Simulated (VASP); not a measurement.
Write the native input for VASP 6.6.1 that does the following.

```yaml
Task: single point
Functional: PBEsol
Potentials_or_basis: VASP PAW PBE potentials, release 64 (V_sv, H)
Cutoff: 900 eV
k_mesh: 8 × 8 × 8
Occupations: gaussian, width 0.02 eV
Spin: collinear spin, ferromagnetic start
Starting_moments: "[2.0, 0.0, 0.0] μB"
Further_INCAR_settings: ADDGRID = False; ALGO = Normal; EDIFF = 1e-08; NBANDS = 18
```

The structure of VH2 lies in POSCAR:

```
VH2
1.0
    0.0000000000      2.1355000000      2.1355000000
    2.1355000000      0.0000000000      2.1355000000
    2.1355000000      2.1355000000      0.0000000000
V H
1 2
Direct
    0.0000000000      0.0000000000      0.0000000000
    0.7500000000      0.7500000000      0.7500000000
    0.2500000000      0.2500000000      0.2500000000
```

These files were run (other wordings do the same):

INCAR

```
PREC     = Accurate       # precision mode
ENCUT    = 900            # plane-wave cutoff, eV
EDIFF    = 1E-8           # SCF threshold, eV
ISMEAR   = 0              # smearing method
SIGMA    = 0.02           # smearing width, eV
LREAL    = F              # projectors in reciprocal space
LASPH    = T              # aspherical terms in the spheres
NELM     = 100            # most SCF steps
ALGO     = Normal         # electronic algorithm
ISIF     = 2              # what is computed and relaxed
LWAVE    = F              # write WAVECAR
LCHARG   = F              # write CHGCAR
ISPIN    = 2              # spin polarisation
MAGMOM   = 2 0 0          # initial moments
LORBIT   = 11             # projections on sites
LMAXMIX  = 4              # l up to which the mixer works
GGA      = PS             # functional
NBANDS   = 18             # bands
ADDGRID  = F
```

KPOINTS

```
Automatic mesh
0
Gamma
  8 8 8
```

Potentials or basis: VASP PAW PBE potentials, release 64 (V_sv, H).

Launch:

```console
$ cat potpaw_PBE.64/V_sv/POTCAR potpaw_PBE.64/H/POTCAR > POTCAR
$ mpirun -np 1 vasp_std > vasp.out
```

Results of the run:

```json
{
 "Pressure": "-11.9 GPa",
 "Band gap on the k mesh": "none (metal or under the smearing width)",
 "Net moment": "0.22 μB per cell",
 "Site moments": "V +0.20; H -0.00 μB",
 "Valence electrons inside the program's atomic spheres": "V 11.59; H 0.59"
}
```

Caveat: the PAW data sets were made with another functional, which shifts forces and pressure a little.

Wall time 22 s on 1 thread of AMD EPYC 9R45 96-Core Processor (Zen 5), with other jobs on the host, peak memory 0.18 GiB.
